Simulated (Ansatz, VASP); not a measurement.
**Two plane-wave programs on GaAs**

```
CELL_PARAMETERS angstrom
0.00000 2.82685 2.82685
2.82685 0.00000 2.82685
2.82685 2.82685 0.00000
ATOMIC_POSITIONS crystal
As 0.75000 0.75000 0.75000
Ga 0.00000 0.00000 0.00000
```

Alike in both runs: task relaxation of cell and atoms; functional BLYP; k mesh 8 × 8 × 8; occupations fermi-dirac, width 0.05 eV; no spin polarisation.

```csv
,VASP,Ansatz
version,VASP 6.6.1,Ansatz 0.2.0
potentials or method,"VASP PAW PBE potentials, release 64 (As, Ga_d)",Ansatz PAW
plane-wave cutoff (eV),600,420
valence electrons in the cell,18,28
```

VASP gave:

* relaxed volume (Å³/atom): 25.22
* relaxed cell length with the largest relative difference (Å): 4.147
* energy change over the relaxation (meV/atom): -54

Task: Which values does Ansatz return?

Result: Relaxed volume (Å³/atom): 25.14; relaxed cell length with the largest relative difference (Å): 4.143; energy change over the relaxation (meV/atom): -49.

The two sets of potentials don't hold the same shells in valence.

Caveats: the PAW data sets were made with another functional, which shifts forces and pressure a little (VASP); the volume moved by +12 % from the deposited cell, more than functionals usually miss (VASP); the plane-wave basis is chosen anew once the cell has moved, so the energies of steps on either side of that aren't comparable (Ansatz); the volume moved by +11 % from the deposited cell, more than functionals usually miss (Ansatz); the PAW data sets come from PBE, with cores solved anew for the run's functional, which leaves a small shift of forces and pressure (Ansatz). Zero-point motion and thermal expansion aren't in these numbers. BLYP gives volumes clearly too large for solids.
